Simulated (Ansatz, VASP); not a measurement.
One calculation of C, two programs

```xyz
4
Lattice="2.4772 0.0000 0.0000 -1.2386 2.1453 0.0000 0.0000 0.0000 6.6967" Properties=species:S:1:pos:R:3 pbc="T T T"
C     0.0000    0.0000    1.6742
C     1.2386    2.1453    5.0226
C     0.0000    1.4302    1.6742
C     1.2386    0.7151    5.0226
```

Alike in both runs: task single point; functional LDA; k mesh 14 × 14 × 5; occupations fermi-dirac, width 0.05 eV; no spin polarisation.

```csv
,VASP,Ansatz
version,VASP 6.6.1,Ansatz 0.2.0
potentials or method,"VASP PAW LDA potentials, release 64 (C)","plane waves (420 eV) with PAW, scalar-relativistic"
plane-wave cutoff (eV),520,420
valence electrons in the cell,16,16
```

Ansatz gave:

```
pressure (GPa)                                  : -10.8
largest component of the traceless stress (GPa) : 10.61
```

Question: Estimate VASP's values.

Answer: Pressure (GPa): -10.0; largest component of the traceless stress (GPa): 9.71.

Ansatz warned: «pseudo_functional_mismatch».
